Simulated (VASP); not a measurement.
# MnO2 (P-3m1) in VASP: further runs, part 2 of 2

VASP 6.6.1.

### Step 4. Single point, r2SCAN, collinear spin, ferromagnetic start

Contents of INCAR:

```
SYSTEM = MnO2
ADDGRID = .False.
ALGO = Normal
EDIFF = 1E-6
ENCUT = 460
ISIF = 2
ISMEAR = 0
ISPIN = 2
LASPH = .True.
LCHARG = .False.
LMAXMIX = 4
LMIXTAU = .True.
LORBIT = 11
LREAL = .False.
LWAVE = .False.
MAGMOM = 4 0 0
METAGGA = R2SCAN
NBANDS = 24
NELM = 100
PREC = Accurate
SIGMA = 0.05
```

Contents of KPOINTS:

```
k-points
0
Gamma
  5 5 3
  0 0 0
```

Contents of POSCAR:

```
MnO2
1.0
    2.8565781804      0.0000000000      0.0000000000
   -1.4282890902      2.4738692722      0.0000000000
    0.0000000000      0.0000000000      4.6013740589
Mn O
1 2
Direct
    0.0000000000      0.0000000000      0.5000000000
    0.3333333333      0.6666666667      0.7062925700
    0.6666666667      0.3333333333      0.2937074300
```

Potentials or basis: VASP PAW PBE potentials, release 64 (Mn_pv, O).

The run is started by

```
> cat potpaw_PBE.64/Mn_pv/POTCAR potpaw_PBE.64/O/POTCAR > POTCAR
> mpirun -np 1 vasp_std > vasp.out
```

OUTCAR:

```text
SYSTEM = MnO2
   EDIFF = 1E-6
   ENCUT = 460
   ISIF = 2
   ISMEAR = 0
   ISPIN = 2
   LASPH = .True.
   LORBIT = 11
   LREAL = .False.
   METAGGA = R2SCAN
   NELM = 100
   PREC = Accurate

 Found     12 irreducible k-points:

 Following reciprocal coordinates:
            Coordinates               Weight
  0.000000  0.000000  0.000000      1.000000
  0.200000  0.000000  0.000000      6.000000
  0.400000  0.000000  0.000000      6.000000
  0.200000  0.200000  0.000000      6.000000
  0.400000  0.200000  0.000000      6.000000
  0.000000  0.000000  0.333333      2.000000
   k-points           NKPTS =     12   k-points in BZ     NKDIM =     12   number of bands    NBANDS=     24
   number of dos      NEDOS =    301   number of ions     NIONS =      3
   total plane-waves  NPLWV =  12800
   dimension x,y,z NGX =    20 NGY =   20 NGZ =   32
   dimension x,y,z NGXF=    40 NGYF=   40 NGZF=   64
   ions per type =               1   2
   NGX,Y,Z   is equivalent  to a cutoff of  11.64, 11.64, 11.56 a.u.
   NGXF,Y,Z  is equivalent  to a cutoff of  23.28, 23.28, 23.12 a.u.
 SYSTEM =  MnO2
   PREC   = accura    normal or accurate (medium, high low for compatibility)
   ISTART =      0    job   : 0-new  1-cont  2-samecut
   ICHARG =      2    charge: 1-file 2-atom 10-const
   ISPIN  =      2    spin polarized calculation?
   LNONCOLLINEAR =      F non collinear calculations
   LSORBIT =      F    spin-orbit coupling
   LASPH  =      T    aspherical Exc in radial PAW
   ENCUT  =  460.0 eV  33.81 Ry    5.81 a.u.   5.00  5.00  8.05*2*pi/ulx,y,z
   NELM   =    100;   NELMIN=  2; NELMDL= -5     # of ELM steps
   EDIFF  = 0.1E-05   stopping-criterion for ELM
   LREAL  =      F    real-space projection
   EDIFFG = 0.1E-04   stopping-criterion for IOM
   NSW    =      0    number of steps for IOM
   IBRION =     -1    ionic relax: 0-MD 1-quasi-New 2-CG
   NFREE  =      0    steps in history (QN), initial steepest desc. (CG)
   ISIF   =      2    stress and relaxation
   ISYM   =      2    0-nonsym 1-usesym 2-fastsym
   POTIM  = 0.5000    time-step for ionic-motion
   TEBEG  =    0.0;   TEEND  =   0.0 temperature during run
   PSTRESS=    0.0 pullay stress
   NELECT =      25.0000    total number of electrons
   NUPDOWN=      -1.0000    fix difference up-down
   EMIN   =  10.00;   EMAX   =-10.00  energy-range for DOS
   EFERMI =   0.00;   METHOD = LEGACY
[... 38 lines left out ...]
 cond. band min:       4.4169446099   @ k =   0.0000   0.0000   0.3333
 fundamental gap:      1.9893216801
 Fermi energy:         2.7943707145

 spin component 1

 k-point     1 :       0.0000    0.0000    0.0000
  band No.  band energies     occupation
      1     -49.7540      1.00000
      2     -49.7255      1.00000
      3     -49.7255      1.00000
      4     -17.7222      1.00000
      5     -15.4278      1.00000
      6      -3.7648      1.00000
[... 151 lines left out ...]
     23      26.1023      0.00000
     24      26.7889      0.00000

 [... further k-points ...]

 spin component 2

 k-point     1 :       0.0000    0.0000    0.0000
  band No.  band energies     occupation
      1     -45.6301      1.00000
      2     -45.6300      1.00000
      3     -45.4297      1.00000
      4     -17.6628      1.00000
      5     -15.3813      1.00000
      6      -2.6201      1.00000
[... 151 lines left out ...]
     23      27.6409      0.00000
     24      27.6409      0.00000

 [... further k-points ...]

------------------------ aborting loop because EDIFF is reached ----------------------------------------

  FORCE on cell =-STRESS in cart. coord.  units (eV):
  Direction    XX          YY          ZZ          XY          YZ          ZX
  --------------------------------------------------------------------------------------
  -------------------------------------------------------------------------------------
  Total       -0.1374947     -0.1374947     -0.1705652      0.0000000     -0.0000000      0.0000000
  in kB       -6.7746401     -6.7746401     -8.4040890      0.0000000     -0.0000000      0.0000000
  external PRESSURE =      -7.3177897 kB  Pullay stress =       0.0000000 kB

 VOLUME and BASIS-vectors are now :
 -----------------------------------------------------------------------------
  energy-cutoff  :      460.00
  volume of cell :       32.52
      direct lattice vectors                 reciprocal lattice vectors
     2.856578180  0.000000000  0.000000000     0.350069187  0.202112539  0.000000000
    -1.428289090  2.473869272  0.000000000     0.000000000  0.404225078  0.000000000
     0.000000000  0.000000000  4.601374059     0.000000000  0.000000000  0.217326387

 POSITION                                       TOTAL-FORCE (eV/Angst)
 -----------------------------------------------------------------------------------
      0.00000      0.00000      2.30069        -0.000000      0.000000      0.000000
     -0.00000      1.64925      3.24992        -0.000000      0.000000     -0.006242
      1.42829      0.82462      1.35146         0.000000      0.000000      0.006242
 -----------------------------------------------------------------------------------
    total drift:                                0.000000     -0.000000      0.000000

  FREE ENERGIE OF THE ION-ELECTRON SYSTEM (eV)
  ---------------------------------------------------
  free  energy   TOTEN  =       -32.5361715437 eV

  energy  without entropy=      -32.5361715437  energy(sigma->0) =      -32.53617154

 total charge

# of ion       s       p       d       tot
------------------------------------------
    1        0.382   6.468   4.862  11.712
    2        1.594   3.449   0.000   5.043
    3        1.594   3.449   0.000   5.043
--------------------------------------------------
tot          3.571  13.365   4.862  21.798

 magnetization (x)

# of ion       s       p       d       tot
------------------------------------------
    1        0.030   0.039   2.867   2.936
    2        0.004   0.002   0.000   0.006
    3        0.004   0.002   0.000   0.006
--------------------------------------------------
tot          0.038   0.043   2.867   2.948
```

OSZICAR:

```text
N       E                     dE             d eps       ncg     rms          rms(c)
DAV:   1     0.222746359889E+03    0.22275E+03   -0.13413E+04  1152   0.112E+03
DAV:   2    -0.331280242153E+02   -0.25587E+03   -0.24038E+03  1280   0.351E+02
[... 10 lines left out ...]
DAV:  13    -0.325360295055E+02   -0.19306E-04   -0.66459E-04  1360   0.279E-01    0.594E-02
DAV:  14    -0.325361907418E+02   -0.16124E-03   -0.12017E-04  1272   0.103E-01    0.342E-02
DAV:  15    -0.325361841584E+02    0.65835E-05   -0.23667E-05  1272   0.365E-02    0.161E-02
DAV:  16    -0.325361774539E+02    0.67045E-05   -0.94695E-06  1384   0.301E-02    0.471E-03
DAV:  17    -0.325361704952E+02    0.69587E-05   -0.10072E-06   904   0.858E-03    0.171E-03
DAV:  18    -0.325361717588E+02   -0.12636E-05   -0.17881E-07   720   0.356E-03    0.995E-04
DAV:  19    -0.325361715437E+02    0.21508E-06   -0.45166E-08   656   0.215E-03
   1 F= -.32536172E+02 E0= -.32536172E+02  d E =-.486103E-26  mag=     3.0000
```

Wall time 96 s (1 thread of Intel Xeon Platinum 8375C at 2.90GHz (Ice Lake), shared host); peak memory 0.15 GiB.

These settings aren't checked as converged: the numbers below hold their error.

Results:

```
Free energy                                           : -32.5362 eV
Pressure                                              : -0.7 GPa
Largest force                                         : 0.006 eV/Å
Band gap on the k mesh                                : 1.99 eV, indirect (least direct gap 2.03 eV)
Net moment                                            : 3.00 μB per cell
Site moments                                          : Mn +2.94; O +0.01 μB
Valence electrons inside the program's atomic spheres : Mn 11.71; O 5.04
```

Caveat: the k mesh is coarse (spacing up to 0.51 Å⁻¹), so the values aren't converged; the cutoff is under 1.25 times the usual one of these potentials, so pressure, stress and relaxed cells hold a basis-set (Pulay) error; the PAW data sets were made with another functional, which shifts forces and pressure a little; an odd mesh through Γ misses points on the zone boundary, where band edges often lie; a cell with one magnetic atom can't hold antiferromagnetic order, which such compounds often take.

### Step 5. Single point, r2SCAN, collinear spin, ferromagnetic start

INCAR is that of step 4.

KPOINTS is that of step 4.

Contents of POSCAR:

```
MnO2
1.0
    2.8565781804      0.0000000000      0.0000000000
   -1.4282890902      2.4738692722      0.0000000000
    0.0000000000      0.0000000000      4.6013740589
Mn O
1 2
Direct
    0.0186700000     -0.0033200000      0.4886240000
    0.3165570000      0.6444560000      0.7182440000
    0.6490790000      0.3390650000      0.3129550000
```

The run is started by

```
> cat potpaw_PBE.64/Mn_pv/POTCAR potpaw_PBE.64/O/POTCAR > POTCAR
> mpirun -np 1 vasp_std > vasp.out
```

It took 3.4 min on 1 thread of Intel Xeon Platinum 8375C at 2.90GHz (Ice Lake), shared host; peak memory 0.17 GiB.

The run converged, but some of its settings lie outside the range that counts as converged, so its numbers aren't taken as properties of the crystal.

Results:

| Quantity | Value |
| --- | --- |
| Free energy | -32.1911 eV |
| Pressure | 5.4 GPa |
| Largest force | 4.175 eV/Å |
| Band gap on the k mesh | 1.88 eV, indirect (least direct gap 1.97 eV) |
| Net moment | 3.00 μB per cell |
| Site moments | Mn +2.90; O -0.02, +0.06 μB |
| Valence electrons inside the program's atomic spheres | Mn 11.79; O 5.00, 5.11 |

Caveat: the k mesh is coarse (spacing up to 0.51 Å⁻¹), so the values aren't converged; the cutoff is under 1.25 times the usual one of these potentials, so pressure, stress and relaxed cells hold a basis-set (Pulay) error; the PAW data sets were made with another functional, which shifts forces and pressure a little; an odd mesh through Γ misses points on the zone boundary, where band edges often lie; a cell with one magnetic atom can't hold antiferromagnetic order, which such compounds often take.

### Step 6. For comparison

An earlier run on the cell as given: functional PBE; potentials or basis VASP PAW PBE potentials, release 64 (Mn_pv, O); cutoff 520 eV; k mesh 11 × 11 × 6; occupations fermi-dirac, width 0.05 eV; collinear spin, ferromagnetic start; starting moments [4.0, 0.0, 0.0] μB.

- Pressure: 5.8 GPa
- Largest force: 0.310 eV/Å
- Band gap on the k mesh: 0.81 eV, indirect (least direct gap 0.87 eV)
- Net moment: 3.00 μB per cell
- Site moments: Mn +2.83; O +0.04 μB
- Valence electrons inside the program's atomic spheres: Mn 11.75; O 5.00
